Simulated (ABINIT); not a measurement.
Runs of ABINIT 10.8.3 (patched build) on HfO2. Symmetry: Fm-3m, No. 225, cubic system. The conventional cell has a = 5.115 Å, b = 5.115 Å, c = 5.115 Å, α = 90.00°, β = 90.00°, γ = 90.00°. Hf (site symmetry m-3m) is surrounded by 8 O at 2.21 Å. O (site symmetry -43m) has 4 Hf at 2.21 Å as nearest neighbours. Measurements of this composition are mostly on another form, of space group No. 14.

```csv
level,potentials or basis,k mesh,cutoff (eV),smearing,fine-grid cutoff,most SCF steps,thinning of the exchange mesh (fockdownsampling),dielectric constant that sets the share,gap on the mesh (eV),pressure (GPa)
revPBE,JTH PAW PBE v2.0,9 × 9 × 9,762,fermi-dirac 0.05 eV,1360.57 eV,-,-,-,3.93,-2.4
WC,JTH PAW PBE v2.0,9 × 9 × 9,762,fermi-dirac 0.05 eV,1360.57 eV,-,-,-,3.72,(c)
PBE-EpsX,SPMS NC PBE v1.0,6 × 6 × 6,952,fixed,-,60,2 × 2 × 2,5.15603,5.51,-
BLYP,JTH PAW PBE v2.0,9 × 9 × 9,762,fermi-dirac 0.05 eV,1360.57 eV,-,-,-,3.90,0.4
PBE,PseudoDojo NC SR PBE v0.4.1 standard,7 × 7 × 7,952,fermi-dirac 0.05 eV,-,-,-,-,3.95,-
SCAN,JTH PAW PBE v2.0,9 × 9 × 9,762,fermi-dirac 0.05 eV,1360.57 eV,-,-,-,4.23,-14.4
PBE,JTH PAW PBE v2.0,9 × 9 × 9,762,fermi-dirac 0.05 eV,1360.57 eV,-,-,-,(a),(b)
r2SCAN,JTH PAW PBE v2.0,9 × 9 × 9,762,fermi-dirac 0.05 eV,1360.57 eV,-,-,-,4.34,(d)
```

Alike in all rows: task single point; no spin polarisation; cell as given.

Task: Fill in the values left out.

Result: (a) 3.84; (b) -6.0; (c) -13.1; (d) -12.2.

Caveats: spin-orbit coupling is left out, which moves the levels of the heavy elements; an odd mesh through Γ misses points on the zone boundary, where band edges often lie (some runs); the PAW data sets were made with another functional, which shifts forces and pressure a little (some runs); exact exchange is summed on a coarse mesh, which widens gaps by tenths of an eV (some runs); the potentials were made for another functional, which shifts forces and pressure (some runs).

A k mesh can miss the band edges, and the runs leave out spin-orbit coupling on Hf.
